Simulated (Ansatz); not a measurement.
All numbers below come from DFT LDA, scalar-relativistic, plane waves, PAW (Ansatz).

Settings: cutoff 420 eV, Γ-centred mesh 12×12×6 on the computed 4-atom cell, Gaussian smearing of 0.02 eV; no spin polarisation.

Structure with the computed forces (eV/Å) in the last three columns:

```xyz
4
Lattice="2.4404 0.0000 0.0000 -1.2202 2.1134 0.0000 0.0000 0.0000 4.1657" Properties=species:S:1:pos:R:3:forces:R:3 pbc="T T T" pressure_GPa=66.45
B     1.2202    0.7045    4.0168    0.0000    0.0000   13.1920
B     0.0000    1.4090    1.9339    0.0000    0.0000   13.1920
N     1.2202    0.7045    2.7526    0.0000    0.0000  -13.1920
N     0.0000    1.4090    0.6697    0.0000    0.0000  -13.1920
```

Stress tensor (GPa, compression positive):

```
 43.44   0.00   0.00
  0.00  43.44   0.00
  0.00   0.00 112.46
```

This wurtzite form isn't the usual stable structure of the compound.